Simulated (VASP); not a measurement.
# Ag: core levels, initial state, 5 variants

Ag, Fm-3m (no. 225), 1 atom in the cell. PBE, core levels, initial state; PAW potentials Ag (PBE set).

| Cell | Core level of the first element (eV) | Time (s) |
|---|---|---|
| strain = -0.02 | 355.73 | 12 |
| strain = -0.01 | 355.69 | 12 |
| as given | 355.66 | 5.5 |
| strain = 0.01 | 355.64 | 13 |
| strain = 0.02 | 355.63 | 14 |

Limits: Levels are depths of Ag 3d below the Fermi level, elements in the POSCAR's order.

## Input of the first row

INCAR:
```
SYSTEM = Ag
GGA      = PE             ! functional
PREC     = Accurate       ! precision mode
ENCUT    = 400            ! plane-wave cutoff, eV
EDIFF    = 1E-7           ! SCF threshold, eV
LREAL    = .FALSE.        ! projectors in reciprocal space
LASPH    = .TRUE.         ! aspherical terms in the spheres
ALGO     = Normal         ! electronic algorithm
NELM     = 120            ! most SCF steps
LWAVE    = .FALSE.        ! write WAVECAR
LCHARG   = .FALSE.        ! write CHGCAR
ISMEAR   = 1              ! smearing method
SIGMA    = 0.1            ! smearing width, eV
KPAR     = 2            
ICORELEVEL= 1             
```

KPOINTS:
```
k-points
0
Gamma
  18 18 18
```

POSCAR:
```
Ag
1.0
    0.0000000000      2.0427500000      2.0018950000
    2.0427500000      0.0000000000      2.0018950000
    2.0427500000      2.0427500000      0.0000000000
Ag
1
Direct
    0.0000000000      0.0000000000      0.0000000000
```

Commands:
```
cat potpaw_PBE.64/Ag/POTCAR > POTCAR
mpirun -np 2 vasp_std > vasp.out
```

VASP 6.6.1 took 12 s on 2 cores (Intel Xeon 6975P-C (Granite Rapids)), a shared host.
